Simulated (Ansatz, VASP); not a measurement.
Two plane-wave programs on PbSe

INCAR

```
SYSTEM = PbSe
ALGO     = Fast           ! electronic algorithm
EDIFF    = 1E-6           ! SCF threshold, eV
ENCUT    = 520            ! plane-wave cutoff, eV
GGA      = CA             ! functional
ISIF     = 2              ! what is computed and relaxed
ISMEAR   = 0              ! smearing method
LASPH    = .True.         ! aspherical terms in the spheres
LCHARG   = .True.         ! write CHGCAR
LELF     = .True.         ! ELF
LREAL    = .False.        ! projectors in reciprocal space
LVHAR    = .True.       
LWAVE    = .False.        ! write WAVECAR
NBANDS   = 17             ! bands
NELM     = 100            ! most SCF steps
PREC     = Accurate       ! precision mode
SIGMA    = 0.05           ! smearing width, eV
```

Contents of KPOINTS:

```
k-points
0
Gamma
  4 4 4
  0 0 0
```

Contents of POSCAR:

```
PbSe
1.0
    0.0000000000      3.3517954905      3.3517954905
    3.3517954905      0.0000000000      3.3517954905
    3.3517954905      3.3517954905      0.0000000000
Pb Se
1 1
Direct
    0.0000000000      0.0000000000      0.0000000000
    0.2500000000      0.2500000000      0.2500000000
```

Input for Ansatz:

```yaml
crystal:
  lattice:
    - [0.0, 3.3517954905, 3.3517954905]
    - [3.3517954905, 0.0, 3.3517954905]
    - [3.3517954905, 3.3517954905, 0.0]
  atoms:
    - { symbol: Pb, position: [0.0, 0.0, 0.0] }
    - { symbol: Se, position: [0.25, 0.25, 0.25] }
basis:
  ecutwfc: 420
kpoints:
  mp_grid: { grid: [4, 4, 4] }
hamiltonian:
  xc: lda
scf:
  occupations: { method: gaussian, width: 0.05 }
output:
  forces: true
  stress: true
  eigenvalues: true
```

Measurements of this composition are mostly on another form, of space group No. 225.

Alike in both runs: task single point; functional LDA; k mesh 4 × 4 × 4; occupations gaussian, width 0.05 eV; no spin polarisation.

|  | VASP | Ansatz |
| --- | --- | --- |
| version | VASP 6.6.1 | Ansatz 0.2.0 |
| potentials or method | VASP PAW LDA potentials, release 64 (Pb_d, Se) | scalar-relativistic, plane waves, PAW |
| plane-wave cutoff (eV) | 520 | 420 |
| valence electrons in the cell | 20 | 30 |

|  | VASP | Ansatz | Ansatz less VASP |
| --- | --- | --- | --- |
| gap on the k mesh at the Fermi level (eV) | 0.29 | 0.30 | +0.016 |
| least direct gap on the mesh (eV) | 0.93 | 0.94 | +0.012 |
| pressure (GPa) | 0.1 | 0.0 | -0.10 |

The two sets of potentials don't hold the same shells in valence.

Caveats: spin-orbit coupling is left out, which as a rule narrows the gap of such compounds by several tenths of an eV. A k mesh can miss the band edges.
